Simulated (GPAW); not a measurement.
Runs of GPAW 26.7.0 on Ir. The structure is cubic, space group Fm-3m (No. 225). The conventional cell has a = 3.831 Å, b = 3.831 Å, c = 3.831 Å, α = 90.00°, β = 90.00°, γ = 90.00°. Ir (site symmetry m-3m) has 12 Ir at 2.71 Å as nearest neighbours. 

```tsv
task	level	potentials or basis	cell	k mesh	cutoff (eV)	band path	band points	optimizer	fmax	max steps	mesh quality	gap on the mesh (eV)	pressure (GPa)	relaxed volume (Å³/atom)
band structure	PBEsol	PAW data sets generated in the run's folder for this functional, pw	as given	12 × 12 × 12	600	GXWKGLUWLK,UX	100	-	-	-	not flagged	-	-2.0	-
relaxation of cell and atoms	PBEsol+D3(BJ)+ATM	PAW data sets generated in the run's folder for this functional, pw	relaxed	12 × 12 × 12	600	-	-	BFGS	0.02 eV/Å	60	not flagged	none	-0.1	(a)
relaxation of cell and atoms	PBEsol+D3(BJ)	PAW data sets generated in the run's folder for this functional, pw	relaxed	12 × 12 × 12	600	-	-	BFGS	0.02 eV/Å	60	not flagged	none	-0.2	13.70
G0W0 quasiparticle levels	LDA	the program's PAW data sets (release 1.2.1) made for this functional, pw	as given	6 × 6 × 6	400	-	-	-	-	-	coarse	none	-	-
relaxation of cell and atoms	PBEsol+D3	PAW data sets generated in the run's folder for this functional, pw	relaxed	12 × 12 × 12	600	-	-	BFGS	0.02 eV/Å	60	not flagged	none	-0.2	13.70
```

Alike in all rows: no spin polarisation; smearing fermi-dirac 0.05 eV.

Q: Fill in the values left out.

A: (a) 13.78.

Caveats: some runs use coarse meshes; later steps reuse the first step's grids (some runs); pairwise dispersion overbinds metals, which lowers pressure and volume (some runs); spin-orbit coupling is left out, which moves the levels of the heavy elements (some runs); G0W0 is unreliable with partly filled bands (some runs); the long-wavelength limit can be off by several per cent where d states take part (some runs).

A k mesh can miss the band edges, and the runs leave out spin-orbit coupling on Ir.

A gap of «none» marks a metal or a gap under the smearing width.
